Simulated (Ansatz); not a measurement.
# PbS (CsCl type): the cost of one run

Computed with Ansatz 0.2.0 (DFT PBE, with the methods named in each step, unless a step's input says otherwise).

## 1. The structure to begin with

It takes space group Pm-3m (No. 221, cubic). The conventional cell has a = 3.321 Å, b = 3.321 Å, c = 3.321 Å, α = 90.00°, β = 90.00°, γ = 90.00°. Around Pb (site symmetry m-3m) lie 8 S at 2.88 Å. Around S (site symmetry m-3m) lie 8 Pb at 2.88 Å.

As a file:

```cif
data_structure
_symmetry_space_group_name_H-M 'Pm-3m'
_symmetry_Int_Tables_number 221
_cell_length_a 3.3209
_cell_length_b 3.3209
_cell_length_c 3.3209
_cell_angle_alpha 90.000
_cell_angle_beta 90.000
_cell_angle_gamma 90.000
_cell_volume 36.63
loop_
_atom_site_label
_atom_site_type_symbol
_atom_site_symmetry_multiplicity
_atom_site_Wyckoff_symbol
_atom_site_fract_x
_atom_site_fract_y
_atom_site_fract_z
_atom_site_occupancy
Pb1 Pb 1 a 0.00000 0.00000 0.00000 1
S1 S 1 b 0.50000 0.50000 0.50000 1
```

The file gives the conventional cell by its symmetry; the runs use the cell typed in the input.

Whether this phase is the stable one at these pressures isn't tested.

Atoms are numbered in the order of the input: Pb1, S2.

## 2. Cell relaxed at zero pressure, PAW

The input, input.yaml:

```yaml
crystal:
  lattice:
    - [3.3209475968, 0.0, 0.0]
    - [0.0, 3.3209475968, 0.0]
    - [0.0, 0.0, 3.3209475968]
  atoms:
    - { symbol: Pb, position: [0.0, 0.0, 0.0] }
    - { symbol: S, position: [0.5, 0.5, 0.5] }
kpoints:
  mp_grid: { grid: [11, 11, 11] }
scf:
  occupations: { method: fermi_dirac, width: 0.1 }
hamiltonian:
  xc: pbe
  pseudopotentials: { kind: paw }
output:
  forces: true
  stress: true
relax:
  f_tol: 0.005
  max_steps: 40
  cell: {}
```

Command:

```sh
ansatz run input.yaml --threads 1 --pin off --max-ram 2048MiB --backend cpu --events-out ev --progress --plain --runs-dir out
```

Q: Estimate wall time and peak memory on 1 thread of Arm Neoverse V1, shared host.

About 16 s, with a peak of 0.33 GiB.
